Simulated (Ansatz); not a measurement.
# ZnS at 40 GPa: from Born charge to LO–TO splitting and polaron coupling

Theory: Ansatz 0.2.0, DFT PBEsol, scalar-relativistic, plane waves, PAW. Cutoff 420 eV, 10×10×10 k-points (Γ-centred), fixed occupations. No spin polarisation. Phonons by linear response, acoustic sum rule imposed.

The cell, relaxed at 40 GPa:
Space group F-43m (No. 216). a = 4.887 Å, b = 4.887 Å, c = 4.887 Å, α = 90.00°, β = 90.00°, γ = 90.00°
| atom | site | symmetry | x | y | z |
| --- | --- | --- | --- | --- | --- |
| Zn | 4a | -43m | 0.0000 | 0.0000 | 0.0000 |
| S | 4c | -43m | 0.2500 | 0.2500 | 0.2500 |

The real crystal has changed phase below this pressure.

Linear response gives ν_TO = 431.6 cm⁻¹, Born charges ±1.536 e (positive on Zn) and ε∞ = 6.381. The primitive cell holds 29.180 Å³, and the masses are 65.380 and 32.060 amu.

Problem. Find ν_LO and the static dielectric constant.

Solution. The long-wave field adds a restoring force: ω_LO² − ω_TO² = Z*²e²/(ε_vac ε∞ μV). In these units ν_LO² − ν_TO² = 4.92064×10⁷ Z*²/(μ V ε∞) cm⁻², with μ = m₁m₂/(m₁ + m₂) = 21.512 amu: 28977 cm⁻². So ν_LO = √(431.6² + 28977) = 464.0 cm⁻¹, and the run gives 464.0. Lyddane–Sachs–Teller then gives ε0 = ε∞ (ν_LO/ν_TO)² = 7.37, against 7.37 in the run (it forms both from the same three quantities, so the match checks the arithmetic only). Between ν_TO and ν_LO the dielectric function is negative and an undamped crystal reflects fully: a reststrahlen band from 21.6 to 23.2 μm.

Problem. What do the Clausius–Mossotti polarisability and the Szigeti charge come to?

Solution. With the Lorentz local field, α = (3V/4π)(ε∞ − 1)/(ε∞ + 2) = 4.47 Å³ for the pair, and e_S = 3Z*/(ε∞ + 2) = 0.55 e. The Born charge includes the electrons' response to the dipole's own local field, and e_S takes that enhancement out. The Lorentz field assumes point-like polarisable ions, a poor picture once ε∞ is this large, since the electron clouds then overlap or are shared, so both numbers are formal here.

Problem. How strongly does a slow electron couple to the LO mode?

Solution. For one isotropic parabolic band, Fröhlich's constant is α_F = (1/ε∞ − 1/ε0) √(m* Ry/ħω_LO), with Ry = 13.606 eV, ħω_LO = 57.5 meV and m* in free-electron masses: α_F = 0.0211 × 15.38 × √m* = 0.32 √m*. The band mass isn't part of this run; for m* = 0.1, 0.3 and 1 it gives 0.10, 0.18, 0.32. In weak coupling the polaron lies α_F ħω_LO below the band edge (10 meV at m* = 0.3) with a mass m*(1 + α_F/6); past α_F of about 5 or 6 that expansion fails. A semilocal functional's ε∞ tends to be too large, which taken alone lowers α_F.

Cost: 1 run of about 1 core-minutes, on Arm Neoverse V2 (shared hosts).

Compressed zincblende ZnS is only weakly polar in its lattice response: the LO mode lies little above the TO mode at 431.6 cm⁻¹, and most of the static dielectric constant of 7.37 is already electronic. The TO frequency is set mainly by short-range bond forces, which stiffen as the Zn–S bonds shorten. The long-range field adds little because the Born charge, 1.536 e, is below the nominal valence of two and the valence electrons screen it strongly. Such a reduced dynamical charge suggests that covalent sp³ bond charge shifts against the ionic displacement; it does not measure the static charge on the ions. Zincblende ZnS at ambient pressure is known to have a softer TO mode and a wider splitting, so the narrow gap here probably reflects compression.

The same small ionic polarisability keeps the Fröhlich coupling weak for every band mass tried, which supports a large, mobile polaron rather than self-trapping by this mechanism. Acoustic scattering, through the deformation potential or the piezoelectric field, is a separate matter and could still limit the mobility.
